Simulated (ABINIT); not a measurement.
## A GW chain in ABINIT: TePb (Fm-3m)

Aim: the G0W0 gap of TePb (Fm-3m) on PBE, step by step.

Main program and level: ABINIT 10.8.3; PBE and many-body steps on it, plane waves.

**The experiments to reproduce.**

- Gap 0.19 eV: direct gap at L; earlier experiment (Expt. column of Table 1); 4 K; bulk crystal (literature value) (quoted in “Electronic band structure of epitaxial PbTe (111) thin films observed by angle-resolved photoemission spectroscopy”, 2017, arxiv:1704.07516).

- Gap 0.32 eV: direct gap at L; earlier experiment (Expt. column of Table 1); 300 K; bulk crystal (literature value) (quoted in “Electronic band structure of epitaxial PbTe (111) thin films observed by angle-resolved photoemission spectroscopy”, 2017, arxiv:1704.07516).

- Gap 0.37 eV: thermally activated gap from Seebeck maximum; Seebeck coefficient maximum; bulk crystal (Bridgman-grown p-type crystal, maximum near 450-500 K) (“Site-Specific Contributions to the Band Inversion in a Topological Crystalline Insulator”, 2015, arxiv:1506.06328).

Report form: the programs' logs are mostly left out.

## Step 1: Set-up

It takes space group Fm-3m (No. 225, cubic). Conventional cell: a = 6.462 Å, b = 6.462 Å, c = 6.462 Å, α = 90.00°, β = 90.00°, γ = 90.00°. Nearest to Te lie 6 Pb at 3.23 Å. Pb has 6 Te at 3.23 Å nearest. Farther neighbours and most contacts between anions are not listed.

Structure file:

```cif
data_structure
_symmetry_space_group_name_H-M 'Fm-3m'
_symmetry_Int_Tables_number 225
_cell_length_a 6.4620
_cell_length_b 6.4620
_cell_length_c 6.4620
_cell_angle_alpha 90.000
_cell_angle_beta 90.000
_cell_angle_gamma 90.000
_cell_volume 269.84
loop_
_atom_site_label
_atom_site_type_symbol
_atom_site_symmetry_multiplicity
_atom_site_Wyckoff_symbol
_atom_site_fract_x
_atom_site_fract_y
_atom_site_fract_z
_atom_site_occupancy
Te1 Te 4 b 0.50000 0.00000 0.00000 1
Pb1 Pb 4 a 0.00000 0.00000 0.00000 1
```

The cell and positions come from the Crystallography Open Database and are kept as given unless a step says otherwise. Spin-orbit coupling is left out unless a step names it.

## Step 2: Ground state

This step: ABINIT 10.8.3; DFT, PBE, plane waves, norm-conserving pseudopotentials.

The ground-state density comes first.

Contents of run.abi:

```
acell 3*1.0 Angstrom
rprim 
  -0.000000000000 3.231000000000 3.231000000000
  3.231000000000 0.000000000000 3.231000000000
  3.231000000000 3.231000000000 0.000000000000
ntypat 2
znucl 52 82
natom 2
typat 1 2
xred 
  0.500000000000 0.500000000000 0.500000000000
  0.000000000000 0.000000000000 0.000000000000
pp_dirpath "pseudos"
pseudos "Te.upf, Pb.upf"
ecut 39
ngkpt 6 6 6
nshiftk 1
shiftk 0 0 0
kptopt 1
chksymbreak 0
nband 28
occopt 1
tolvrs 1e-10
nstep 60
prtwf 0
optforces 0
optstress 0
indata_prefix "in"
outdata_prefix "out"
tmpdata_prefix "tmp"
```

Command:

```sh
$ OMP_NUM_THREADS=1 mpirun -n 8 abinit run.abi > log
```

Run time: 8 s. Hardware: 8 MPI ranks of AMD EPYC 9R45, shared host; peak memory 0.77 GiB; 62 s of CPU time.

Numbers from this step:

| Quantity | Value |
| --- | --- |
| total energy | -13341.8235 eV |
| gap | 0.7388 eV |
| k of the valence top | 0.5, 0, 0 |
| k of the conduction bottom | 0.5, 0, 0 |
| least direct gap | 0.7388 eV |

The gap is direct, at (0.500, 0.000, 0.000).

## Step 3: Bands along the symmetry lines

The cheap functional maps the bands first; the places of the edges decide which points the dearer methods must see.

Contents of run.abi:

```
acell 3*1.0 Angstrom
rprim 
  -0.000000000000 3.231000000000 3.231000000000
  3.231000000000 0.000000000000 3.231000000000
  3.231000000000 3.231000000000 0.000000000000
ntypat 2
znucl 52 82
natom 2
typat 1 2
xred 
  0.500000000000 0.500000000000 0.500000000000
  0.000000000000 0.000000000000 0.000000000000
pp_dirpath "pseudos"
pseudos "Te.upf, Pb.upf"
ecut 39
iscf -2
irdden 1
kptopt 0
nkpt 50
kpt 
  0.00000000 0.00000000 0.00000000
  0.06250000 0.00000000 0.06250000
  0.12500000 0.00000000 0.12500000
  0.18750000 0.00000000 0.18750000
  0.25000000 0.00000000 0.25000000
  0.31250000 0.00000000 0.31250000
  0.37500000 0.00000000 0.37500000
  0.43750000 0.00000000 0.43750000
  0.50000000 0.00000000 0.50000000
  0.51562500 0.03125000 0.51562500
  0.53125000 0.06250000 0.53125000
  0.54687500 0.09375000 0.54687500
  0.56250000 0.12500000 0.56250000
  0.57812500 0.15625000 0.57812500
  0.59375000 0.18750000 0.59375000
  0.60937500 0.21875000 0.60937500
  0.62500000 0.25000000 0.62500000
  0.37500000 0.37500000 0.75000000
  0.32812500 0.32812500 0.65625000
  0.28125000 0.28125000 0.56250000
  0.23437500 0.23437500 0.46875000
  0.18750000 0.18750000 0.37500000
  0.14062500 0.14062500 0.28125000
  0.09375000 0.09375000 0.18750000
  0.04687500 0.04687500 0.09375000
  0.00000000 0.00000000 0.00000000
  0.06250000 0.06250000 0.06250000
  0.12500000 0.12500000 0.12500000
  0.18750000 0.18750000 0.18750000
  0.25000000 0.25000000 0.25000000
  0.31250000 0.31250000 0.31250000
  0.37500000 0.37500000 0.37500000
  0.43750000 0.43750000 0.43750000
  0.50000000 0.50000000 0.50000000
  0.50000000 0.46875000 0.53125000
  0.50000000 0.43750000 0.56250000
  0.50000000 0.40625000 0.59375000
  0.50000000 0.37500000 0.62500000
  0.50000000 0.34375000 0.65625000
  0.50000000 0.31250000 0.68750000
  0.50000000 0.28125000 0.71875000
  0.50000000 0.25000000 0.75000000
  0.50000000 0.21875000 0.71875000
  0.50000000 0.18750000 0.68750000
  0.50000000 0.15625000 0.65625000
  0.50000000 0.12500000 0.62500000
  0.50000000 0.09375000 0.59375000
  0.50000000 0.06250000 0.56250000
  0.50000000 0.03125000 0.53125000
  0.50000000 0.00000000 0.50000000
istwfk *1
nband 30
nbdbuf 2
tolwfr 1e-08
nstep 40
prtwf 0
prtvol 0
indata_prefix "in"
outdata_prefix "out"
tmpdata_prefix "tmp"
```

The job ended after 13 s (8 MPI ranks; peak memory 0.72 GiB).

This step gave:

```
gap                        : 0.7388 eV
k of the valence top       : 0.5, 0.5, 0.5
k of the conduction bottom : 0.5, 0.5, 0.5
least direct gap           : 0.7388 eV
```

The gap is 0.739 eV, as in the run before at this level.

The electronic bands at the labelled points (eV, zero at the top of the highest filled band):

| point | band 20 | band 21 | band 22 | band 23 | band 24 | band 25 | band 26 | band 27 |
| --- | --- | --- | --- | --- | --- | --- | --- | --- |
| Γ | -5.60 | -1.35 | -1.35 | -1.35 | 4.08 | 4.08 | 4.08 | 5.83 |
| halfway | -6.85 | -2.15 | -2.15 | -1.40 | 2.60 | 4.08 | 4.50 | 4.50 |
| X | -7.29 | -4.49 | -2.80 | -2.80 | 3.31 | 5.47 | 5.47 | 6.70 |
| halfway | -7.52 | -4.40 | -2.67 | -2.59 | 3.61 | 4.91 | 5.05 | 6.49 |
| U | -7.96 | -4.11 | -2.30 | -2.08 | 3.58 | 3.79 | 5.14 | 5.94 |
| jump to K | -7.96 | -4.11 | -2.30 | -2.08 | 3.58 | 3.79 | 5.14 | 5.94 |
| halfway | -7.31 | -2.46 | -0.76 | -0.14 | 1.34 | 1.65 | 4.24 | 6.13 |
| Γ | -5.60 | -1.35 | -1.35 | -1.35 | 4.08 | 4.08 | 4.08 | 5.83 |
| halfway | -7.01 | -1.18 | -1.18 | -0.65 | 2.13 | 2.46 | 2.46 | 5.97 |
| L | -8.58 | -0.89 | -0.89 | 0.00 | 0.74 | 1.28 | 1.28 | 8.39 |
| halfway | -8.32 | -2.77 | -2.56 | -0.46 | 1.34 | 3.57 | 4.03 | 6.85 |
| W | -7.98 | -3.78 | -3.78 | -0.36 | 1.68 | 5.23 | 5.23 | 6.86 |
| halfway | -7.66 | -4.30 | -3.13 | -1.85 | 3.67 | 3.93 | 5.79 | 6.29 |
| X | -7.29 | -4.49 | -2.80 | -2.80 | 3.31 | 5.47 | 5.47 | 6.70 |

## Step 4: Empty states on the mesh, 4×4×4 mesh, 184 bands

The sums over transitions need many empty states on a uniform mesh; this step solves for them.

Contents of run.abi:

```
acell 3*1.0 Angstrom
rprim 
  -0.000000000000 3.231000000000 3.231000000000
  3.231000000000 0.000000000000 3.231000000000
  3.231000000000 3.231000000000 0.000000000000
ntypat 2
znucl 52 82
natom 2
typat 1 2
xred 
  0.500000000000 0.500000000000 0.500000000000
  0.000000000000 0.000000000000 0.000000000000
pp_dirpath "pseudos"
pseudos "Te.upf, Pb.upf"
ecut 39
ngkpt 4 4 4
nshiftk 1
shiftk 0 0 0
kptopt 1
chksymbreak 0
irdden 1
istwfk *1
nband 184
prtvol 0
optdriver 6
gwr_task "HDIAGO"
paral_kgb 0
occopt 1
indata_prefix "in"
outdata_prefix "out"
tmpdata_prefix "tmp"
```

It took 40 s on 8 MPI ranks; peak memory 12 GiB.

This step gave:

| Quantity | Value |
| --- | --- |
| gap | 0.7389 eV |
| k of the valence top | 0.5, 0, 0 |
| k of the conduction bottom | 0.5, 0, 0 |
| least direct gap | 0.7389 eV |
| k points computed | 8 |
| lowest point of the top converged band, above the valence top | 86.9043 eV |

On this mesh the gap is 0.739 eV.

## Step 5: Screening, 4×4×4 mesh, 176 bands, screening to 163.3 eV

The RPA dielectric matrix is built and inverted for each q.

This step: RPA screening on PBE, plane waves, norm-conserving pseudopotentials.

Edit run.abi of step 4 so:

```diff
@@ -20,10 +20,11 @@
 chksymbreak 0
-irdden 1
 istwfk *1
-nband 184
-prtvol 0
-optdriver 6
-gwr_task "HDIAGO"
-paral_kgb 0
 occopt 1
+irdwfk 1
+optdriver 3
+nband 176
+ecuteps 6
+inclvkb 2
+awtr 1
+symchi 1
 indata_prefix "in"
```

Elapsed: 32 s, on 8 MPI ranks; peak memory 3.2 GiB.

This step gave:

```
ε∞ with local fields, on this mesh, along the program's q direction : 38.56
the same without local fields                                       : 41.24
plasma frequency                                                    : 30.66 eV
plane waves in the screening matrix                                 : 331
```

Local fields lower ε∞ by 7 %.

## Step 6: Self-energy, 4×4×4 mesh, 176 bands, screening to 163.3 eV

The self-energy is evaluated for the states that the input lists, and the levels follow from it, in one-shot runs by the linearised quasiparticle equation.

This step: G0W0 on PBE, plane waves, norm-conserving pseudopotentials.

Edit run.abi of step 5 so:

```diff
@@ -23,8 +23,17 @@
 irdwfk 1
-optdriver 3
+optdriver 4
 nband 176
+gwcalctyp 0
+ecutsigx 39
+symsigma 1
+nkptgw 2
+kptgw 
+  0.5000000000 0.0000000000 0.0000000000
+  0.0000000000 0.0000000000 0.0000000000
+bdgw 
+  21 26
+  21 26
 ecuteps 6
-inclvkb 2
-awtr 1
-symchi 1
+irdscr 1
+ppmodel 1
 indata_prefix "in"
```

The job ended after 12 s (8 MPI ranks; peak memory 2.6 GiB; 90 s of CPU time).

Numbers from this step:

```
G0W0 gap on the points computed              : 0.8950 eV
starting gap on the mesh                     : 0.7389 eV
k of the valence top                         : 0.5, 0, 0
k of the conduction bottom                   : 0.5, 0, 0
Z at the valence top                         : 0.799
Z at the conduction bottom                   : 0.809
least direct G0W0 gap on the computed points : 0.8950 eV
```

The gap on the mesh goes from 0.74 eV to 0.89 eV, a correction of +0.16 eV.

Limits: finite bands, cutoff and mesh; model gap, bands may invert with spin-orbit coupling; no spin-orbit coupling; coarse k mesh. v1 is the top filled band, c1 the lowest empty one. Levels before and after the correction, in eV, zero at the valence-band top of each column:

```
           conduction bottom  valence top
Kohn-Sham               0.74         0.00
     G0W0               0.90         0.00
```

|  | level | energy (eV) |
| --- | --- | --- |
| Kohn-Sham | (0.5 0 0) v3-v2 | -0.889 |
| Kohn-Sham | (0.5 0 0) v1 | 0.000 |
| Kohn-Sham | (0.5 0 0) c1 | 0.739 |
| Kohn-Sham | (0.5 0 0) c2-c3 | 1.278 |
| G0W0 | (0.5 0 0) v3-v2 | -1.055 |
| G0W0 | (0.5 0 0) v1 | 0.000 |
| G0W0 | (0.5 0 0) c1 | 0.895 |
| G0W0 | (0.5 0 0) c2-c3 | 1.439 |

## Step 7: Where the time went

Times are wall times on 8 MPI ranks of AMD EPYC 9R45, shared host, good to a factor of about two.

| step | time | share | memory (GiB) |
| --- | --- | --- | --- |
| ground state | 8 s | 8 % | 0.77 |
| bands along the symmetry lines | 13 s | 12 % | 0.72 |
| empty states on the mesh | 40 s | 39 % | 12 |
| screening | 32 s | 30 % | 3.2 |
| self-energy | 12 s | 11 % | 2.6 |

## Step 8: What came out

| Quantity | Value |
| --- | --- |
| PBE gap | 0.74 eV, direct |
| G0W0 gap on the mesh | 0.89 eV |
| GW settings | 4×4×4 mesh, 176 bands, screening to 163.3 eV, Godby-Needs plasmon pole |
| known limits | not at the basis limit; model gap, bands may invert with spin-orbit coupling; mesh may overstate the screening; no spin-orbit coupling; coarse k mesh |

In words: G0W0 moves the gap on the mesh from 0.74 eV to 0.89 eV (+0.16 eV), with Z of 0.80 and 0.81 at the edges. Local fields lower the RPA ε∞ on this mesh from 41.24 to 38.56. Only 2 of the mesh's irreducible points were corrected, so a valley elsewhere could overtake. Against experiment, by G0W0@PBE: the direct gap of 0.89 eV lies +0.70 eV from the measured 0.19 eV (direct, 4 K, quoted 2017); the direct gap of 0.89 eV lies +0.57 eV from the measured 0.32 eV (direct, 300 K, quoted 2017); the gap of 0.89 eV lies +0.52 eV from the measured 0.37 eV (transport, 2015). An exciton line or allowed optical edge lies below the quasiparticle gap by the binding energy; a forbidden edge can push the onset above it. The calculation has static nuclei and no excitons; a measured gap holds zero-point and thermal motion, which in such lone-pair compounds can raise it as well as lower it. With atoms this heavy the missing spin-orbit coupling can matter too. Bands and cutoff are finite, so the gap is not at the basis limit. The miss can reach some tenths of an eV and take either sign; the mesh is an error of its own. In the G0W0 run levels were corrected at 2 k points alone, so a gap called «on the mesh» is the least over those, and an edge elsewhere would be missed. The 4×4×4 mesh is coarse for this cell, which bears on the long-range parts of exchange and screening. Where an edge is built on 6p states of lead, bismuth or thallium, scalar-relativistic gaps usually stand too wide, by a few tenths to over one eV. With atoms this heavy and so narrow a gap, spin-orbit coupling can invert the bands. These scalar-relativistic gaps are then model values, not to be set against experiment, and a spin-orbit change taken from DFT can't simply be added. The RPA ε∞ on this mesh reaches over 25; with a narrow direct gap a coarse mesh can overstate it, and the correction is then too small.

[Paths, hosts, dates, memory and timing lines, banners, echoed tables and standing remarks are left out of the program output.]

[Logs are printed without paths, hosts, clocks, repeated set-up lines and the standing remarks that a program may print on its own settings, such as how far it seeks lower states.]

[Runs of the session that timed out or met a known fault of the program may be left out.]

[Hosts, paths, dates, database ids (printed as entryN), source tags and the programs' standing remarks are cut or masked in the printed files.]

[G0W0 gaps are taken among the corrected bands and points alone; a level outside them can change the order at an edge.]

[Where Ansatz stands beside ABINIT at settings called matched, ABINIT's density can come from a denser mesh and the files from another edition; pairs whose starting gaps differed by over 0.03 eV were left out, so agreement reads better than it is.]
